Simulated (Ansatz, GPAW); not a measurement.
Given: the input of a run of GPAW 26.7.0 (ASE script) on MgO. The cell is a database's computed one, not the measured one.

Contents of run.py:

```python
from ase import Atoms
from ase.dft.bandgap import bandgap
from ase.io import write
from ase.units import GPa
from gpaw import GPAW, PW

atoms = Atoms(['Mg', 'O'],
              cell=[[0.0, 2.0970013927, 2.0970013927],
                    [2.0970013927, 0.0, 2.0970013927],
                    [2.0970013927, 2.0970013927, 0.0]],
              scaled_positions=[[0.0, 0.0, 0.0],
                                [0.5, 0.5, 0.5]],
              pbc=True)

calc = GPAW(mode=PW(800),
            xc='PBE',
            kpts={'size': (11, 11, 11), 'gamma': True},
            occupations={'name': 'methfessel-paxton', 'order': 0, 'width': 0.012},
            nbands=16,
            convergence={'density': 1e-05, 'energy': 1e-05},
            maxiter=150,
            txt='gpaw.txt')
atoms.calc = calc
energy = atoms.get_potential_energy()
forces = atoms.get_forces()
stress = atoms.get_stress()
calc.write('gs.gpw')
write('result.traj', atoms)
print(f'Energy: {energy:.6f} eV')
print('Forces (eV/A):')
print(forces.round(4))
print('Stress (GPa):', (stress / GPa).round(3))
print('Fermi level:', round(calc.get_fermi_level(), 4), 'eV')
print(f'Gap: {bandgap(calc)[0]:.4f} eV, direct: {bandgap(calc, direct=True)[0]:.4f} eV')
```

Potentials or basis: GPAW PAW data sets (gpaw-data 1.2.1), pw.

Launch:

```sh
$ OMP_NUM_THREADS=1 python run.py
```

**Question.** Translate it to Ansatz 0.2.0. Potentials or basis there: Ansatz PAW, cutoff 420 eV.

**Answer.** As run (cutoffs and basis follow the program's own potentials, and thresholds, step limits or extra output files can differ):

Contents of input.yaml:

```yaml
crystal:
  lattice:
    - [0.0, 2.0970013927, 2.0970013927]
    - [2.0970013927, 0.0, 2.0970013927]
    - [2.0970013927, 2.0970013927, 0.0]
  atoms:
    - { symbol: Mg, position: [0.0, 0.0, 0.0] }
    - { symbol: O, position: [0.5, 0.5, 0.5] }
hamiltonian:
  xc: pbe
  pseudopotentials: { kind: paw }
kpoints:
  mp_grid: { grid: [11, 11, 11] }
scf:
  occupations: { method: gaussian, width: 0.012 }
output:
  forces: true
  stress: true
  eigenvalues: true
```

Potentials or basis: Ansatz PAW.

The run is started by

```sh
$ ansatz run input.yaml --threads 2 --pin off --max-ram 5632MiB --backend cpu --events-out ev --progress --plain --runs-dir out
```

Both were run:

|  | GPAW | Ansatz |
| --- | --- | --- |
| Pressure | 7.0 GPa | 6.9 GPa |

Ansatz's pressure holds a Pulay term of +0.60 GPa for its cutoff of 420 eV, which the other run lacks.

Where Ansatz's input types no cutoff or centring, it takes its own default and a Γ-centred mesh.

Pressure is positive in compression.
